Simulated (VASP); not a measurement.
Input of a VASP 6.6.1 run:

File INCAR:

```
  PREC = Accurate
  ENCUT = 520
  EDIFF = 1E-7
  ISMEAR = -1
  SIGMA = 0.15
  LREAL = Auto
  LASPH = True
  NELM = 100
  ALGO = Fast
  ISIF = 2
  LWAVE = False
  LCHARG = True
  GGA = PE
  LELF = True
  LVHAR = True
  NBANDS = 74
```

KPOINTS

```
Automatic mesh
0
Gamma
  2 2 2
```

Contents of POSCAR:

```
Na16F
1.0
    8.4600000000      0.0000000000      0.0000000000
    0.0000000000      8.4600000000      0.0000000000
    0.0000000000      0.0000000000      8.4600000000
Na F
16 1
Direct
    0.0843380615     -0.0961583924     -0.0650827423
    0.5172104019     -0.0081087470     -0.0121158392
   -0.0757801418      0.5187825059      0.0019858156
    0.0316075650      0.0065957447      0.5018439716
    0.2121276596      0.3209101655      0.1692907801
    0.5878132388      0.5151182033     -0.0405910165
    0.4407210402      0.0191489362      0.4304846336
    0.7846453901      0.1450354610      0.2774349882
   -0.0229787234      0.4595981087      0.5312174941
    0.2298108747      0.7524704492      0.3355437352
    0.2606973995      0.2965602837      0.7477068558
    0.5300827423      0.4022695035      0.4742434988
    0.7315602837      0.7360992908      0.2366193853
    0.7755200946      0.1934397163      0.8519267139
    0.3283215130      0.7214539007      0.7524349882
    0.7474822695      0.7505437352      0.6825768322
    0.8472222222     -0.0220212766      0.7165602837
```

Potentials or basis: VASP PAW PBE potentials, release 64 (Na_pv, F).

Run with:

```sh
$ cat potpaw_PBE.64/Na_pv/POTCAR potpaw_PBE.64/F/POTCAR > POTCAR
$ mpirun -np 1 vasp_std > vasp.out
```

(1) Predict the pressure.

(2) What does it give for the band gap on the k mesh?

(3) Estimate the largest force.

## Answers

(1) 0.5 GPa.

(2) none (metal or under the smearing width).

(3) 0.704 eV/Å.

Caveat: the k mesh is coarse (spacing up to 0.37 Å⁻¹), so the values aren't converged; an odd number of electrons without spin polarisation forces a metal; a magnetic or distorted state may lie lower.
